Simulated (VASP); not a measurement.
Crystal: CdSe.

```
CELL_PARAMETERS angstrom
0.00000 3.13049 3.13049
3.13049 0.00000 3.13049
3.13049 3.13049 0.00000
ATOMIC_POSITIONS crystal
Cd 0.00000 0.00000 0.00000
Se 0.25000 0.25000 0.25000
```

Measurements of this composition are mostly on another form, of space group No. 186.

Base run:

| Quantity | Value |
| --- | --- |
| Program | VASP 6.6.1 |
| Functional | RPBE |
| Potentials or basis | VASP PAW PBE potentials, release 64 (Cd, Se) |
| Cutoff | 520 eV |
| k mesh | 8 × 8 × 8 |
| Occupations | fermi-dirac, width 0.05 eV |
| Spin | no spin polarisation |

Its results: band gap on the k mesh 0.60 eV, direct; pressure 0.7 GPa.

**Question.** The run is repeated on the same cell with these changes: functional from RPBE to PBE; further incar settings from ALGO = Fast; EDIFF = 1e-06; NBANDS = 16 to ALGO = Normal; EDIFF = 1e-06; NBANDS = 16. What comes out?

**Answer.** Band gap on the k mesh 0.43 eV, direct; pressure -1.1 GPa.

Caveats: the PAW data sets were made with another functional, which shifts forces and pressure a little (some runs).

A k mesh can miss the band edges.

Not every run made on this cell is shown here.
